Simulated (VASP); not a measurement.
The system is Br.

```
Br
1.0
     3.36325   -2.32255    0.00000
     3.36325    2.32255    0.00000
     0.00000    0.00000    8.70230
Br
4
Direct
  0.36510 0.63490 0.39010
  0.13490 0.86510 0.89010
  0.63490 0.36510 0.60990
  0.86510 0.13490 0.10990
```

Base run:

- Program: VASP 6.6.1
- Functional: PBE
- Potentials or basis: VASP PAW PBE potentials, release 64 (Br)
- Cutoff: 520 eV
- k mesh: 8 × 8 × 4
- Occupations: gaussian, width 0.02 eV
- Spin: no spin polarisation

Its results: band gap on the k mesh 1.87 eV, indirect (least direct gap 1.92 eV); pressure 1.9 GPa; largest force 0.884 eV/Å.

**Question.** The run is repeated on the same cell with these changes: functional from PBE to PBEsol. What comes out?

**Answer.** Band gap on the k mesh 1.81 eV, indirect (least direct gap 1.86 eV); pressure 0.2 GPa; largest force 0.750 eV/Å.

PBEsol binds more tightly than PBE, so the same cell stands under less pressure.

Caveats: the PAW data sets were made with another functional, which shifts forces and pressure a little (some runs).
